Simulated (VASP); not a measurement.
# RbBr (Pm-3m) in VASP: notebook

The runs below take RbBr through single point, relaxation of cell and atoms, with PBEsol.

All numbers are computed with VASP 6.6.1; they aren't measurements. Logs are shortened: lines on timing, memory, paths and dates and some standing lists are left out, and cuts for length are marked.

## (1) The structure

Symmetry: Pm-3m, No. 221, cubic system. Conventional cell: a = 4.070 Å, b = 4.070 Å, c = 4.070 Å, α = 90.00°, β = 90.00°, γ = 90.00°. Rb (site symmetry m-3m) is surrounded by 8 Br at 3.52 Å. Around Br (site symmetry m-3m) lie 8 Rb at 3.52 Å.

The cell comes from a database or a generator and needn't be the stable form of this composition.

## (2) Single point, PBEsol

Contents of INCAR:

```
SYSTEM = RbBr
ALGO = Fast
EDIFF = 1E-6
ENCUT = 520
GGA = PS
ISIF = 2
ISMEAR = 0
LASPH = .TRUE.
LCHARG = .TRUE.
LELF = .TRUE.
LREAL = .FALSE.
LVHAR = .TRUE.
LWAVE = .FALSE.
NBANDS = 15
NELM = 80
PREC = Accurate
SIGMA = 0.05
```

Contents of KPOINTS:

```
k-points
0
G
  6 6 6
  0 0 0
```

Contents of POSCAR:

```
RbBr
1.0
    4.0701688540      0.0000000000      0.0000000000
    0.0000000000      4.0701688540      0.0000000000
    0.0000000000      0.0000000000      4.0701688540
Rb Br
1 1
Direct
    0.0000000000      0.0000000000      0.0000000000
    0.5000000000      0.5000000000      0.5000000000
```

Potentials or basis: VASP PAW PBE potentials, release 64 (Rb_sv, Br).

Run with:

```bash
cat potpaw_PBE.64/Rb_sv/POTCAR potpaw_PBE.64/Br/POTCAR > POTCAR
mpirun -np 1 vasp_std > vasp.out
```

OUTCAR:

```text
SYSTEM = RbBr
   EDIFF = 1E-6
   ENCUT = 520
   GGA = PS
   ISIF = 2
   ISMEAR = 0
   LASPH = .TRUE.
   LREAL = .FALSE.
   NELM = 80
   PREC = Accurate

 ion  position               nearest neighbor table
   1  0.000  0.000  0.000-   2 3.52   2 3.52   2 3.52   2 3.52   2 3.52   2 3.52   2 3.52   2 3.52

   2  0.500  0.500  0.500-   1 3.52   1 3.52   1 3.52   1 3.52   1 3.52   1 3.52   1 3.52   1 3.52

  LATTYP: Found a simple cubic cell.
 ALAT       =     4.0701688540

  Lattice vectors:

 A1 = (   4.0701688540,   0.0000000000,   0.0000000000)
 A2 = (   0.0000000000,   4.0701688540,   0.0000000000)
 A3 = (   0.0000000000,   0.0000000000,   4.0701688540)

Analysis of symmetry for initial positions (statically):
=====================================================================
 Subroutine PRICEL returns:
 Original cell was already a primitive cell.

 Routine SETGRP: Setting up the symmetry group for a
 simple cubic supercell.

 Subroutine GETGRP returns: Found 48 space group operations
 (whereof 48 operations were pure point group operations)
 out of a pool of 48 trial point group operations.

The static configuration has the point symmetry O_h .

Analysis of symmetry for dynamics (positions and initial velocities):
=====================================================================
 Subroutine PRICEL returns:
 Original cell was already a primitive cell.

 Routine SETGRP: Setting up the symmetry group for a
 simple cubic supercell.

 Subroutine GETGRP returns: Found 48 space group operations
 (whereof 48 operations were pure point group operations)
 out of a pool of 48 trial point group operations.

The dynamic configuration has the point symmetry O_h .

 Subroutine INISYM returns: Found 48 space group operations
 (whereof 48 operations are pure point group operations),
 and found     1 'primitive' translations

----------------------------------------------------------------------------------------

                                     Primitive cell

  volume of cell :      67.4275

  direct lattice vectors                    reciprocal lattice vectors
     4.070168854  0.000000000  0.000000000     0.245690053  0.000000000  0.000000000
     0.000000000  4.070168854  0.000000000     0.000000000  0.245690053  0.000000000
     0.000000000  0.000000000  4.070168854     0.000000000  0.000000000  0.245690053

  length of vectors
     4.070168854  4.070168854  4.070168854     0.245690053  0.245690053  0.245690053

  position of ions in fractional coordinates (direct lattice)
     0.000000000  0.000000000  0.000000000
     0.500000000  0.500000000  0.500000000

  ion indices of the primitive-cell ions
   primitive index   ion index
                 1           1
                 2           2

----------------------------------------------------------------------------------------

 KPOINTS: k-points

Automatic generation of k-mesh.
 Grid dimensions read from file:
 generate k-points for:    6    6    6

 Generating k-lattice:

  Cartesian coordinates                     Fractional coordinates (reciprocal lattice)
     0.040948342  0.000000000  0.000000000     0.166666667  0.000000000  0.000000000
     0.000000000  0.040948342  0.000000000     0.000000000  0.166666667  0.000000000
     0.000000000  0.000000000  0.040948342     0.000000000  0.000000000  0.166666667

  Length of vectors
     0.040948342  0.040948342  0.040948342

  Shift w.r.t. Gamma in fractional coordinates (k-lattice)
     0.000000000  0.000000000  0.000000000

 Subroutine IBZKPT returns following result:
 ===========================================

 Found     20 irreducible k-points:

 Following reciprocal coordinates:
            Coordinates               Weight
  0.000000  0.000000  0.000000      1.000000
  0.166667  0.000000  0.000000      6.000000
  0.333333  0.000000  0.000000      6.000000
  0.500000  0.000000  0.000000      3.000000
  0.166667  0.166667  0.000000     12.000000
  0.333333  0.166667  0.000000     24.000000
[... 12 lines left out ...]
  0.500000  0.500000  0.333333      6.000000
  0.500000  0.500000  0.500000      1.000000
   k-points           NKPTS =     20   k-points in BZ     NKDIM =     20   number of bands    NBANDS=     15
   number of dos      NEDOS =    301   number of ions     NIONS =      2
   total plane-waves  NPLWV =  27000
   dimension x,y,z NGX =    30 NGY =   30 NGZ =   30
   dimension x,y,z NGXF=    60 NGYF=   60 NGZF=   60
   ions per type =               1   1
   NGX,Y,Z   is equivalent  to a cutoff of  12.25, 12.25, 12.25 a.u.
   NGXF,Y,Z  is equivalent  to a cutoff of  24.51, 24.51, 24.51 a.u.
 SYSTEM =  RbBr
   PREC   = accura    normal or accurate (medium, high low for compatibility)
   ISTART =      0    job   : 0-new  1-cont  2-samecut
   ICHARG =      2    charge: 1-file 2-atom 10-const
   ISPIN  =      1    spin polarized calculation?
   LNONCOLLINEAR =      F non collinear calculations
   LSORBIT =      F    spin-orbit coupling
   LASPH  =      T    aspherical Exc in radial PAW
   ENCUT  =  520.0 eV  38.22 Ry    6.18 a.u.   7.57  7.57  7.57*2*pi/ulx,y,z
   NELM   =     80;   NELMIN=  2; NELMDL= -5     # of ELM steps
   EDIFF  = 0.1E-05   stopping-criterion for ELM
   LREAL  =      F    real-space projection
[... 7 lines left out ...]
   TEBEG  =    0.0;   TEEND  =   0.0 temperature during run
   PSTRESS=    0.0 pullay stress
   NELECT =      16.0000    total number of electrons
   NUPDOWN=      -1.0000    fix difference up-down
   EMIN   =  10.00;   EMAX   =-10.00  energy-range for DOS
   EFERMI =   0.00;   METHOD = LEGACY
   ISMEAR =     0;   SIGMA  =   0.05  broadening in eV -4-tet -1-fermi 0-gaus
   EFERMI_NEDOS =   21; number of points for ismear=-14 and -15
   IALGO  =     68    algorithm
   IMIX   =      4    mixing-type and parameters
     AMIX     =   0.40;   BMIX     =  1.00
     AMIX_MAG =   1.60;   BMIX_MAG =  1.00
  volume/ion in A,a.u.               =      33.71       227.51
  Fermi-wavevector in a.u.,A,eV,Ry     =   1.013528  1.915290 13.976434  1.027239
  Thomas-Fermi vector in A             =   2.146702
   LORBIT       =      0    0 simple, 1 ext, 2 COOP (PROOUT), +10 PAW based schemes
   GGA     = PS    functional components
   LHFCALC =     F    Hartree Fock is set to
   AEXX    =    0.0000 exact exchange contribution
   IVDW    =     0    specifies the selected vdW correction
   LEPSILON=     F    determine dielectric tensor
   LRPA    =     F    only Hartree local field effects (RPA)
 non-spin polarized calculation
 RMM-DIIS sequential band-by-band and
 Gauss-broadening in eV      SIGMA  =   0.05
  energy-cutoff  :      520.00
  volume of cell :       67.43
 maximum number of plane-waves:      1856
   NGX = 15   NGY = 15   NGZ = 15

 number of electron      15.9999998 magnetization

 Free energy of the ion-electron system (eV)
  ---------------------------------------------------
  ext. energy  EPLUGINS =         0.00000000
  ---------------------------------------------------
  free energy    TOTEN  =        -6.30094749 eV

  energy without entropy =       -6.30094749  energy(sigma->0) =       -6.30094749

 E-fermi :  -0.2811     XC(G=0):  -8.3000

 val. band max:       -0.5681596789   @ k =   0.5000   0.5000   0.0000
 cond. band min:       3.4716580572   @ k =   0.0000   0.0000   0.0000
 fundamental gap:      4.0398177361
 Fermi energy:        -0.2810712032

 k-point     1 :       0.0000    0.0000    0.0000
  band No.  band energies     occupation
      1     -25.5410      2.00000
      2     -13.2766      2.00000
      3      -9.5268      2.00000
      4      -9.5268      2.00000
      5      -9.5268      2.00000
      6      -0.7262      2.00000
      7      -0.7262      2.00000
      8      -0.7262      2.00000
      9       3.4717      0.00000
     10       4.8374      0.00000
     11       4.8374      0.00000
     12       9.4420      0.00000
     13       9.4420      0.00000
     14       9.4420      0.00000
     15      12.1980      0.00000

 k-point     2 :       0.1667    0.0000    0.0000
  band No.  band energies     occupation
      1     -25.5347      2.00000
      2     -13.2757      2.00000
      3      -9.5680      2.00000
      4      -9.5125      2.00000
      5      -9.5125      2.00000
      6      -1.2802      2.00000
      7      -0.7494      2.00000
      8      -0.7494      2.00000
      9       4.1642      0.00000
     10       5.0554      0.00000
     11       5.4889      0.00000
     12       9.3000      0.00000
     13       9.3000      0.00000
     14       9.6049      0.00000
     15      10.8297      0.00000

 k-point     3 :       0.3333    0.0000    0.0000
  band No.  band energies     occupation
      1     -25.5221      2.00000
      2     -13.2767      2.00000
      3      -9.6389      2.00000
      4      -9.4836      2.00000
      5      -9.4836      2.00000
      6      -2.1056      2.00000
      7      -0.7983      2.00000
      8      -0.7983      2.00000
      9       5.5326      0.00000
     10       5.6655      0.00000
     11       6.8026      0.00000
     12       8.9978      0.00000
     13       9.2325      0.00000
     14       9.2325      0.00000
     15      10.0120      0.00000

 k-point     4 :       0.5000    0.0000    0.0000
  band No.  band energies     occupation
      1     -25.5158      2.00000
      2     -13.2787      2.00000
      3      -9.6686      2.00000
      4      -9.4690      2.00000
      5      -9.4690      2.00000
      6      -2.4446      2.00000
      7      -0.8239      2.00000
      8      -0.8239      2.00000
      9       6.2230      0.00000
     10       6.5534      0.00000
     11       7.1894      0.00000
     12       8.0060      0.00000
     13       9.3815      0.00000
     14       9.3815      0.00000
     15      10.5290      0.00000
[... 235 lines left out ...]
 k-point    18 :       0.5000    0.3333    0.3333
  band No.  band energies     occupation
      1     -25.4821      2.00000
      2     -13.0101      2.00000
      3      -9.8149      2.00000
      4      -9.7368      2.00000
      5      -9.7083      2.00000
      6      -1.9276      2.00000
      7      -1.7805      2.00000
      8      -1.5731      2.00000
      9       6.4133      0.00000
     10       7.1478      0.00000
     11       7.1572      0.00000
     12       8.6242      0.00000
     13       8.6519      0.00000
     14       9.0770      0.00000
     15      11.7430      0.00000

 k-point    19 :       0.5000    0.5000    0.3333
  band No.  band energies     occupation
      1     -25.4766      2.00000
      2     -12.9718      2.00000
      3      -9.8116      2.00000
      4      -9.8116      2.00000
      5      -9.6996      2.00000
      6      -1.9515      2.00000
      7      -1.9515      2.00000
      8      -1.7375      2.00000
      9       6.5908      0.00000
     10       7.4789      0.00000
     11       7.4789      0.00000
     12       8.0462      0.00000
     13       9.3770      0.00000
     14       9.3770      0.00000
     15      11.7485      0.00000

 k-point    20 :       0.5000    0.5000    0.5000
  band No.  band energies     occupation
      1     -25.4711      2.00000
      2     -12.9405      2.00000
      3      -9.7849      2.00000
      4      -9.7849      2.00000
      5      -9.7849      2.00000
      6      -2.0398      2.00000
      7      -2.0398      2.00000
      8      -2.0398      2.00000
      9       7.6644      0.00000
     10       7.6644      0.00000
     11       7.6644      0.00000
     12       8.9243      0.00000
     13       8.9243      0.00000
     14       8.9243      0.00000
     15      11.8542      0.00000

------------------------ aborting loop because EDIFF is reached ----------------------------------------

  FORCE on cell =-STRESS in cart. coord.  units (eV):
  Direction    XX          YY          ZZ          XY          YZ          ZX
  --------------------------------------------------------------------------------------
  -------------------------------------------------------------------------------------
  Total        0.0362792      0.0362792      0.0362792     -0.0000000     -0.0000000     -0.0000000
  in kB        0.8620467      0.8620467      0.8620467     -0.0000000     -0.0000000     -0.0000000
  external PRESSURE =       0.8620467 kB  Pullay stress =       0.0000000 kB

 VOLUME and BASIS-vectors are now :
 -----------------------------------------------------------------------------
  energy-cutoff  :      520.00
  volume of cell :       67.43
      direct lattice vectors                 reciprocal lattice vectors
     4.070168854  0.000000000  0.000000000     0.245690053  0.000000000  0.000000000
     0.000000000  4.070168854  0.000000000     0.000000000  0.245690053  0.000000000
     0.000000000  0.000000000  4.070168854     0.000000000  0.000000000  0.245690053

 POSITION                                       TOTAL-FORCE (eV/Angst)
 -----------------------------------------------------------------------------------
      0.00000      0.00000      0.00000         0.000000      0.000000      0.000000
      2.03508      2.03508      2.03508         0.000000      0.000000      0.000000
 -----------------------------------------------------------------------------------
    total drift:                                0.000000      0.000000     -0.000000

  FREE ENERGIE OF THE ION-ELECTRON SYSTEM (eV)
  ---------------------------------------------------
  free  energy   TOTEN  =        -6.3009474894 eV

  energy  without entropy=       -6.3009474894  energy(sigma->0) =       -6.30094749
```

It took 37 s on 1 thread of AMD EPYC, shared host; peak memory 0.13 GiB.

Results:

```
Free energy            : -6.3009 eV
Pressure               : 0.1 GPa
Band gap on the k mesh : 4.04 eV, indirect (least direct gap 4.20 eV)
```

Caveat: the PAW data sets were made with another functional, which shifts forces and pressure a little.

## (3) Single point, PBEsol

Contents of INCAR:

```
SYSTEM = RbBr
  PREC = Accurate
  ENCUT = 520
  EDIFF = 1E-7
  ISMEAR = 0
  SIGMA = 0.02
  LREAL = .False.
  LASPH = .True.
  NELM = 80
  ALGO = Normal
  ISIF = 2
  LWAVE = .False.
  LCHARG = .False.
  GGA = PS
  NBANDS = 15
```

Contents of KPOINTS:

```
Automatic mesh
0
Gamma
  6 6 6
  0 0 0
```

POSCAR is that of step 2.

Potentials or basis: VASP PAW PBE potentials, release 64 (Rb_sv, Br).

Run with:

```bash
cat potpaw_PBE.64/Rb_sv/POTCAR potpaw_PBE.64/Br/POTCAR > POTCAR
mpirun -np 1 vasp_std > vasp.out
```

It took 29 s on 1 thread of AMD EPYC, shared host; peak memory 0.14 GiB.

It converged, with:

```
Free energy            : -6.3009 eV
Pressure               : 0.1 GPa
Band gap on the k mesh : 4.04 eV, indirect (least direct gap 4.20 eV)
```

Levels at points of the mesh, in eV from the valence-band top:
| k point | band 6 | band 7 | band 8 | band 9 | band 10 | band 11 |
| --- | --- | --- | --- | --- | --- | --- |
| (0.00, 0.00, 0.00) | -0.16 | -0.16 | -0.16 | 4.04 | 5.41 | 5.41 |
| (0.50, 0.00, 0.00) | -1.88 | -0.26 | -0.26 | 6.79 | 7.12 | 7.76 |
| (0.50, 0.50, 0.00) | -1.12 | -1.12 | 0.00 | 5.19 | 6.12 | 7.92 |
| (0.50, 0.50, 0.50) | -1.47 | -1.47 | -1.47 | 8.23 | 8.23 | 8.23 |

Caveat: the PAW data sets were made with another functional, which shifts forces and pressure a little.

## (4) Relaxation of cell and atoms, PBEsol

This run uses another cell than the first one, of 35.12 Å³/atom, 1.042 times its volume.

Contents of INCAR:

```
SYSTEM = RbBr
ALGO = Fast
EDIFF = 1E-6
EDIFFG = -0.005
ENCUT = 600
GGA = PS
IBRION = 2
ISIF = 3
ISMEAR = 0
LASPH = .TRUE.
LCHARG = .FALSE.
LREAL = .FALSE.
LWAVE = .FALSE.
NELM = 100
NSW = 100
PREC = Accurate
SIGMA = 0.02
```

Contents of KPOINTS:

```
k-points
0
G
  6 6 6
  0 0 0
```

Contents of POSCAR:

```
RbBr
1.0
    4.1260773000      0.0000000000      0.0000000000
    0.0000000000      4.1260773000      0.0000000000
    0.0000000000      0.0000000000      4.1260773000
Rb Br
1 1
Direct
    0.0000000000      0.0000000000      0.0000000000
    0.5000000000      0.5000000000      0.5000000000
```

Run with:

```bash
cat potpaw_PBE.64/Rb_sv/POTCAR potpaw_PBE.64/Br/POTCAR > POTCAR
mpirun -np 1 vasp_std > vasp.out
```

Wall time 2.1 min (1 thread of AMD EPYC, shared host); peak memory 0.19 GiB.

The run converged. Its results:

```yaml
Free_energy: -6.3012 eV
Relaxed_volume: 33.88 Å³/atom
Relaxed_cell: a = 4.077 Å, b = 4.077 Å, c = 4.077 Å, α = 90.00°, β = 90.00°, γ = 90.00°
Space_group_after_relaxing_to_0.05_Å: Pm-3m (No. 221)
Energy_gained_by_relaxing: 2.2 meV/atom
Ionic_steps: 4
Pressure_after_relaxing: 0.0 GPa
Band_gap_on_the_k_mesh: 4.02 eV, indirect (least direct gap 4.18 eV)
```

The path:
| step | energy change (eV) | largest force (eV/Å) | pressure (GPa) | volume (Å³) |
| --- | --- | --- | --- | --- |
| 1 | 0.0000 | 0.0000 | -0.56 | 70.24 |
| 2 | -0.0033 | 0.0000 | -0.29 | 69.01 |
| 3 | -0.0045 | 0.0000 | -0.02 | 67.87 |
| 4 | -0.0045 | 0.0000 | 0.00 | 67.77 |

Final structure:
```xyz
2
Lattice="4.0770 0.0000 0.0000 0.0000 4.0770 0.0000 0.0000 0.0000 4.0770" Properties=species:S:1:pos:R:3 pbc="T T T"
Rb    0.0000    0.0000    0.0000
Br    2.0385    2.0385    2.0385
```

Levels at points of the mesh, in eV from the valence-band top:
```
           k point  band 6  band 7  band 8  band 9  band 10  band 11
(0.00, 0.00, 0.00)   -0.16   -0.16   -0.16    4.02     5.41     5.41
(0.50, 0.00, 0.00)   -1.86   -0.25   -0.25    6.79     7.10     7.73
(0.50, 0.50, 0.00)   -1.11   -1.11    0.00    5.19     6.12     7.91
(0.50, 0.50, 0.50)   -1.46   -1.46   -1.46    8.21     8.21     8.21
```

Caveat: the PAW data sets were made with another functional, which shifts forces and pressure a little. A k mesh can miss the band edges.

## (5) Summary

```tsv
task	cell	cutoff (eV)	smearing	gap on the mesh (eV)	pressure (GPa)
single point	Pm-3m, 33.71 Å³/atom	520	gaussian 0.05 eV	4.04	0.1
single point	Pm-3m, 33.71 Å³/atom	520	gaussian 0.02 eV	4.04	0.1
relaxation of cell and atoms	relaxed	600	gaussian 0.02 eV	4.02	0.0
```

Alike in all rows: level PBEsol; potentials or basis VASP PAW PBE potentials, release 64 (Rb_sv, Br); no spin polarisation; k mesh 6 × 6 × 6.

Caveats: the PAW data sets were made with another functional, which shifts forces and pressure a little.

Total energies depend on the potentials used, so only differences within one code and one set of settings carry meaning.
